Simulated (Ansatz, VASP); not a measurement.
## Two plane-wave programs on TiN

Contents of POSCAR:

```
TiN
1.0
    0.0000000000      2.1206234500      2.1206234500
    2.1206234500      0.0000000000      2.1206234500
    2.1206234500      2.1206234500      0.0000000000
Ti N
1 1
Direct
    0.0000000000      0.0000000000      0.0000000000
    0.5000000000      0.5000000000      0.5000000000
```

The input INCAR.step1:

```
SYSTEM = TiN
ALGO = Normal
EDIFF = 1E-4
ENCUT = 520
GGA = PE
ISMEAR = 0
LASPH = .True.
LCHARG = .False.
LREAL = .False.
LWAVE = .True.
NBANDS = 16
NELM = 80
PREC = Accurate
SIGMA = 0.1
```

The input INCAR.step2:

```
SYSTEM = TiN
ALGO = Normal
EDIFF = 1E-7
ENCUT = 520
ISIF = 2
ISMEAR = 0
ISTART = 1
LASPH = .True.
LCHARG = .False.
LMIXTAU = .True.
LREAL = .False.
LWAVE = .False.
METAGGA = R2SCAN
NBANDS = 16
NELM = 80
PREC = Accurate
SIGMA = 0.1
```

The input KPOINTS:

```
k-points
0
Gamma
  8 8 8
  0 0 0
```

Input for Ansatz:

```yaml
crystal:
  lattice:
    - [0.0, 2.12062345, 2.12062345]
    - [2.12062345, 0.0, 2.12062345]
    - [2.12062345, 2.12062345, 0.0]
  atoms:
    - { symbol: Ti, position: [0.0, 0.0, 0.0] }
    - { symbol: "N", position: [0.5, 0.5, 0.5] }
basis:
  ecutwfc: 500
kpoints:
  mp_grid: { grid: [8, 8, 8] }
hamiltonian:
  xc: r2scan
  pseudopotentials: { kind: paw, azcp: { folder: soft_1 } }
scf:
  occupations: { method: gaussian, width: 0.1 }
output:
  forces: true
  stress: true
  eigenvalues: true
```

The cell is a database's computed one.

Alike in both runs: task single point; functional r2SCAN; k mesh 8 × 8 × 8; occupations gaussian, width 0.1 eV; no spin polarisation.

|  | VASP | Ansatz |
| --- | --- | --- |
| version | VASP 6.6.1 | Ansatz 0.2.0 |
| potentials or method | VASP PAW PBE potentials, release 64 (Ti_sv, N) | scalar-relativistic, plane waves, PAW |
| plane-wave cutoff (eV) | 520 | 500 |
| valence electrons in the cell | 17 | 17 |

Ansatz gave:

* gap on the k mesh at the Fermi level (eV): none
* pressure (GPa): -1.4

Estimate VASP's values.

gap on the k mesh at the Fermi level (eV): none; pressure (GPa): -0.1.

A gap of «none» marks a metal or a gap that the smearing closes.

Caveats: the PAW data sets were made with another functional, which shifts forces and pressure a little (VASP).
